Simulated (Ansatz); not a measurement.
Crystal: ZrS.

```
Zr S
1.0
     0.00000    2.62500    2.62500
     2.62500    0.00000    2.62500
     2.62500    2.62500    0.00000
Zr S
1 1
Direct
  0.00000 0.00000 0.00000
  0.50000 0.50000 0.50000
```

Below is the output of Ansatz 0.2.0 for this cell. Logs are shortened: lines on timing, memory, paths and dates and some standing lists are left out, and cuts for length are marked.

```text
Warning: RAYON_NUM_THREADS=2 ignored (pool sized by the plan → 2); use --threads N
scf.n_extra_bands = 6 over 9 filled bands (N_el = 18.0): the run solves 15 bands
Engine: ansatz 0.2.0, aarch64-unknown-linux-gnu
Pseudopotentials: kind: paw
Pseudopotential: Zr, paw, valence charge 12, recommended cutoff 500 eV (meta_gga), Zr.paw.azcp
Pseudopotential: S, paw, valence charge 6, recommended cutoff 500 eV (meta_gga), S.paw.azcp
Functional definition: r2SCAN
  parameter k0 = 0.174
  parameter k1 = 0.065
  parameter a1 = 4.9479
  exchange = r2scan_x(k0 = k0, k1 = k1, a1 = a1)
  correlation = r2scan_c
Crystal: 2 atoms, lattice volume = 36.176 Å³
Basis set: ecut = 500 eV, 941 PW (Γ), exchange–correlation on 120×120×120 points (64 copies of the dense FFT grid, shifted against one another)
Bands: 15, of which v1, the nominal top of the filled ones, is band 9 counted from 1 (8 counted from 0)
Symmetry: 48 space group operations
Space group: Fm-3m (ITA 225), of the structure as read, at distance tolerance 3.3e-5 Å
k-points: 35 of 729
Non-local potential: Zr, projectors of the file, l = 0: 3, l = 1: 2, l = 2: 2, l = 3: 2
Non-local potential: S, projectors of the file, l = 0: 2, l = 1: 2, l = 2: 2
PAW form: soft (Blöchl's): semilocal exchange-correlation on the pseudo side does not see the compensation charge
PAW frozen core: Zr, regenerated for the run's functional (the file was generated under x = pbe(κ = 0.804, μ = 0.2195149727645171), c = pbe(β = 0.06672455060314922))
PAW frozen core: S, regenerated for the run's functional (the file was generated under x = pbe(κ = 0.804, μ = 0.2195149727645171), c = pbe(β = 0.06672455060314922))
PAW one-centre angular grid: Zr, 590 points (default); XC on 160 Gauss nodes
PAW one-centre angular grid: S, 302 points (default); XC on 160 Gauss nodes
Initial density: superposition of atomic densities (neutral atoms: chi_scale 0, normalization atom), corrected by the library's trained network
Initial wavefunctions: pseudopotential atomic-orbital guess
Functional: x = r2scan, c = r2scan; τ floored in thin density (d = 2e-4 eV/Å³)
SCF iter   1: F=—  HF=-5103.907049 eV  |F-HF|=—  |Δ(HF+E_count)|=         —  Δρ=7.55e-3  dr2=1.93e-2  dr2_τ=1.64e-2  ethr=1.77e-3  ⟨swp⟩=5.7  Hψ=3023  notcnv=0
preconditioner: auto → none  [insulator: Δε(μ)=0.122 eV  Ē_g=10.765 eV  σ=0.050 eV  W_gap=0.51  n_scr=14 (ndim 8)  ℏωp=19.5 eV  f_vac=0.000  D(μ)=1.33/eV (n_scr^D=14)  ε∞_Penn≈4.3]
SCF iter   2: F=—  HF=-5103.971526 eV  |F-HF|=—  |Δ(HF+E_count)|=   6.45e-2  Δρ=3.64e-3  dr2=1.75e-3  dr2_τ=7.70e-4  ethr=1.07e-4  ⟨swp⟩=2.1  Hψ=1253  notcnv=0  defer=27
SCF iter   3: F=—  HF=-5103.972517 eV  |F-HF|=—  |Δ(HF+E_count)|=   9.91e-4  Δρ=1.88e-3  dr2=5.06e-4  dr2_τ=3.25e-5  ethr=9.70e-6  ⟨swp⟩=2.6  Hψ=810  notcnv=0  defer=27
SCF iter   4: F=—  HF=-5103.972998 eV  |F-HF|=—  |Δ(HF+E_count)|=   4.82e-4  Δρ=3.63e-4  dr2=8.11e-5  dr2_τ=6.01e-6  ethr=2.81e-6  ⟨swp⟩=2.3  Hψ=736  notcnv=0  defer=27
SCF iter   5: F=—  HF=-5103.972975 eV  |F-HF|=—  |Δ(HF+E_count)|=   2.30e-5  Δρ=6.72e-5  dr2=1.32e-6  dr2_τ=5.35e-8  ethr=4.50e-7  ⟨swp⟩=2.0  Hψ=655  notcnv=0  defer=27
SCF iter   6: F=—  HF=-5103.972976 eV  |F-HF|=—  |Δ(HF+E_count)|=   4.84e-7  Δρ=2.29e-5  dr2=2.53e-7  dr2_τ=1.67e-8  ethr=7.36e-9  ⟨swp⟩=2.0  Hψ=685  notcnv=0  defer=27
SCF iter   7: F=-5103.972976 eV  HF=-5103.972976 eV  |F-HF|=5.25e-9  |Δ(HF+E_count)|=   3.16e-8  Δρ=7.05e-6  dr2=2.17e-8  dr2_τ=4.91e-10  ethr=5.56e-10  ⟨swp⟩=6.9  Hψ=2196  notcnv=0
SCF 1 converged in 7 iterations: F = -5103.972976 eV  dr2 = 2.17e-8
  greatest PAW one-centre occupation: 0.989 electrons in one spin orbital (limit 2), on the Zr atom at site 0 (counted from 0), in its partial waves of l = 0
NSCF: frozen V_eff on 142 k-points
SCF converged after 7 iterations
Free energy (F): -5103.972976 eV
Harris-Foulkes:  -5103.972976 eV  (|F-HF|=5.25e-9)
Internal energy: -5103.961320 eV  (E = F + TS)
E sigma→0 (E₀):  -5103.967148 eV
Entropy (-TS):   -0.011656 eV (-5.828 meV/atom)
Fermi energy:    14.756894 eV
--- Per-component energies (eV) ---
  E_band       = -84.432048
  E_kinetic    = 443.669002
  E_local      = -697.305720  (includes V_loc(G=0)·N_el)
  E_nonlocal   = 107.327277
  E_hartree    = 219.636528
  E_xc         = -249.447807
  E_vxc        = -307.972078  (∫ρ·V_xc dr)
  E_paw        = -3580.586634  (= ΣΔE_a)
  E_vpaw       = -86.079584  (= ΣTr[D̂ρ^β])
  E_aug_tail   = 0.000009  (compensation charges beyond the density's cutoff)
  E_vtau       = 16.656449  (kinetic-family band-sum trace: ∫τ·v_τ [+ j·A + Jᵃ·Aᵃ] dr)
  E_ewald      = -1346.979466
  E_core_change = -0.274508  (= ΣΔE_core)
  E_smearing   = -0.011656  (= −TS)
  E_closure    = -0.000000  (closes the sum)
  Σ components = -5103.972976   (vs F -5103.972976, Δ=0.00e0)
--- Forces (eV/Å), atoms counted from 1 ---
  atom   1  Zr    -0.00000000     0.00000000     0.00000000
  atom   2  S      0.00000000    -0.00000000    -0.00000000
  max |Σ_I F_I| component: 2.83e-30 eV/Å
--- Stress (GPa, compression-positive) ---
       -1.991797       0.000000      -0.000000
        0.000000      -1.991797       0.000000
       -0.000000       0.000000      -1.991797
  P = ⅓ Tr σ = -1.9918 GPa (-19.918 kbar)
--- Band table (eV; the first three rows and the last of 35) ---
  k-point 0: bands = ["-37.0707", "-14.3462", "-14.3462", "-14.3462", "-1.9798", "10.8371", "10.8371", "10.8371", "13.3873", "13.3873", "13.3873", "14.1296", "14.1296", "17.1495", "22.5136"]
  k-point 1: bands = ["-37.0675", "-14.3898", "-14.3496", "-14.3496", "-1.8213", "10.0155", "10.3100", "10.3100", "13.6554", "13.6554", "13.6955", "14.8892", "14.8892", "17.8185", "22.9785"]
  k-point 2: bands = ["-37.0594", "-14.4982", "-14.3585", "-14.3585", "-1.3971", "8.5441", "9.4511", "9.4511", "14.1865", "14.3135", "14.3135", "16.5343", "16.5343", "19.1343", "23.2467"]
  k-point 34: bands = ["-37.0353", "-14.5654", "-14.5207", "-14.4585", "-0.7975", "7.9526", "8.5275", "8.5615", "14.3395", "15.3237", "16.7291", "17.1611", "17.5915", "22.0151", "22.7017"]
```

Task: Write the input and the command behind it.

Result: Band structure with r2SCAN, no spin polarisation. The files as run (others can give the same):

input.yaml
```yaml
crystal:
  lattice:
    - [0.0, 2.625, 2.625]
    - [2.625, 0.0, 2.625]
    - [2.625, 2.625, 0.0]
  atoms:
    - { symbol: Zr, position: [0.0, 0.0, 0.0] }
    - { symbol: S, position: [0.5, 0.5, 0.5] }
hamiltonian:
  xc: r2scan
  pseudopotentials: { kind: paw }
kpoints:
  mp_grid: { grid: [9, 9, 9] }
  band_path:
    path:
      - [[0.0, 0.0, 0.0], [0.5, 0.0, 0.5], [0.5, 0.25, 0.75], [0.375, 0.375, 0.75], [0.0, 0.0, 0.0], [0.5, 0.5, 0.5], [0.625, 0.25, 0.625], [0.5, 0.25, 0.75], [0.5, 0.5, 0.5], [0.375, 0.375, 0.75]]
      - [[0.625, 0.25, 0.625], [0.5, 0.0, 0.5]]
    npoints: 14
scf:
  occupations: { method: fermi_dirac, width: 0.05 }
  n_extra_bands: 6
output:
  forces: true
  stress: true
  eigenvalues: true
  fatbands: true
```

Potentials or basis: Ansatz PAW.
The run is started by
```bash
$ ansatz run input.yaml --threads 2 --pin off --max-ram 5632MiB --backend cpu --events-out ev --progress --plain --runs-dir out
```

Caveat: the PAW data sets come from PBE, with cores solved anew for the run's functional, which leaves a small shift of forces and pressure.
